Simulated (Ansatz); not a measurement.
**HgTe (Fm-3m) under several functionals**

Plane-wave DFT in Ansatz with scalar-relativistic PAW potentials. The same structure was relaxed (cell and atoms, symmetry kept) in separate runs at each level. No spin polarisation.

Problem. How do the levels LDA, PBE, PBE+D3(BJ), r2SCAN compare?

Solution.
| level | cutoff (eV) | k mesh | V (Å³/atom) | a (Å) | B0 (GPa) |
| --- | --- | --- | --- | --- | --- |
| LDA | 420 | 12×12×12 | 26.264 | 5.945 | – |
| PBE+D3(BJ) | 420 | 12×12×12 | 27.539 | 6.040 | 56 |
| r2SCAN | 500 | 12×12×12 | 28.290 | 6.094 | 53 |
| PBE | 420 | 12×12×12 | 28.979 | 6.143 | – |

The usual order of volumes, LDA < PBE, holds here (26.264, 28.979 Å³/atom). As a rule LDA overbinds; PBE's gradient term for exchange weakens bonds. Adding D3 to PBE changes the volume by -5.0 %; the term is attractive, so it pulls cells in. In metals the pairwise form ignores screening by the conduction electrons and often pulls in too far. r2SCAN lies 2.4 % under PBE in volume. B0 goes from 55.7 to 53.2 GPa as the volume grows by 2.7 %; on one curve with B' = 5.3 the volume alone, B ∝ V^(−B'), would give 48.2 GPa, and the rest of the difference is the functional's own stiffness.

Spin–orbit coupling is left out, which can shift energies with elements as heavy as these.

This rock-salt form isn't the usual stable structure of the compound.